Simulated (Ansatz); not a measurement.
A crystal relaxed with r2SCAN in Ansatz has space group P6_3/mmc (No. 194) and a = 3.204 Å, c = 8.467 Å.

```csv
atom,site,x,y,z
B,2c,0.3333,0.6667,0.2500
Xx,2d,0.6667,0.3333,0.2500
```

The r2SCAN gap is indirect, 1.03 eV (M–K (0.80 of the way from M) to H), below the direct gap of 1.05 eV at M–K (0.80 of the way from M). A second conduction valley, at M–K (0.80 of the way from M), lies only 22 meV higher, so their order isn't settled. With HSE06 the valence top lies at M–K (0.80 of the way from M) and the conduction bottom at H, 1.30 eV higher; the smallest vertical gap, at H, is 1.32 eV. A second conduction valley, at M–K (0.80 of the way from M), lies only 26 meV higher, so their order isn't settled. Meshes: r2SCAN 12×12×4, HSE06 6×6×2. r2SCAN's ε∞ is 14.3 along x and y, 3.3 along z.

**Question.** Which element is Xx?
A. Bi
B. N
C. P
D. Sb

**Answer.** C. Xx is P: BP built on the h-MgO prototype (no longer in that coordination). B has 3 P at 1.85 Å; P has 3 B at 1.85 Å.

(Calculated; spin-unpolarised; the phase may be known or hypothetical.)

Where an edge lies off the special points, it is a point of the mesh or the k point where a search put PBE's edge or least direct gap, reused for the other functionals, whose own edges may lie a little apart.

The meshes of the hybrids are coarse, so their gaps aren't converged to the digits shown.
